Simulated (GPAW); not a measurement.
The system is Ir.

```
Ir
1.0
     0.00000    1.91560    1.91560
     1.91560    0.00000    1.91560
     1.91560    1.91560    0.00000
Ir
1
Direct
  0.00000 0.00000 0.00000
```

Base run:

| Item | Value |
| --- | --- |
| Program | GPAW 26.7.0 |
| Functional | RPBE |
| Potentials or basis | the program's PAW data sets (release 1.2.1) made for this functional |
| Cutoff | 600 eV |
| Basis | pw |
| k mesh | 12 × 12 × 12 |
| Occupations | fermi-dirac, width 0.05 eV |
| Spin | no spin polarisation |

Its results: pressure 14.7 GPa.

**Question.** After a change of settings the same cell gave: pressure 13.4 GPa. Which change was it?
A. occupations from fermi-dirac, width 0.05 eV to gaussian, width 0.02 eV
B. functional from RPBE to revPBE
C. functional from RPBE to LDA; band points from 80 to 60

**Answer.** B.

Runs at the PBE level aren't shown here.
